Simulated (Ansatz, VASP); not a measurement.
**Ru: VASP beside Ansatz**

File INCAR:

```
  PREC = Accurate
  ENCUT = 520
  EDIFF = 1E-6
  ISMEAR = 0
  SIGMA = 0.15
  LREAL = False
  LASPH = True
  NELM = 80
  ALGO = Normal
  ISIF = 2
  LWAVE = False
  LCHARG = False
  GGA = PE
  NBANDS = 13
```

KPOINTS

```
regular mesh
0
Gamma
  20 20 20
```

Contents of POSCAR:

```
Ru
1.0
    0.0333389707      1.8979399742      1.8979399742
    1.8979399742      0.0333389707      1.8979399742
    1.8979399742      1.8979399742      0.0333389707
Ru
1
Direct
    0.0000000000      0.0000000000      0.0000000000
```

Input for Ansatz:

```yaml
crystal:
  lattice:
    - [0.0333389707, 1.8979399742, 1.8979399742]
    - [1.8979399742, 0.0333389707, 1.8979399742]
    - [1.8979399742, 1.8979399742, 0.0333389707]
  atoms:
    - { symbol: Ru, position: [0.0, 0.0, 0.0] }
basis:
  ecutwfc: 420
kpoints:
  mp_grid: { grid: [20, 20, 20] }
hamiltonian:
  xc: pbe
scf:
  occupations: { method: gaussian, width: 0.15 }
output:
  forces: true
  stress: true
  eigenvalues: true
```

Change from the starting cell: equal engineering shear yz, xz and xy +0.0175, equal normal strain along x, y and z -0.0125.

Alike in both runs: task single point; functional PBE; k mesh 20 × 20 × 20; occupations gaussian, width 0.15 eV; no spin polarisation.

|  | VASP | Ansatz |
| --- | --- | --- |
| version | VASP 6.6.1 | Ansatz 0.2.0 |
| potentials or method | VASP PAW PBE potentials, release 64 (Ru_pv) | scalar-relativistic, plane waves, PAW |
| plane-wave cutoff (eV) | 520 | 420 |
| valence electrons in the cell | 14 | 16 |

Ansatz gave:

```
gap on the k mesh at the Fermi level (eV)       : none
pressure (GPa)                                  : 13.3
largest component of the traceless stress (GPa) : 4.85
```

Q: What did VASP give for the same quantities?

A: gap on the k mesh at the Fermi level (eV): none; pressure (GPa): 13.2; largest component of the traceless stress (GPa): 4.85.

A gap of «none» marks a metal or a gap that the smearing closes. The functional is the same, so the differences come from potentials, cutoffs and numerics. The two sets of potentials don't hold the same shells in valence.
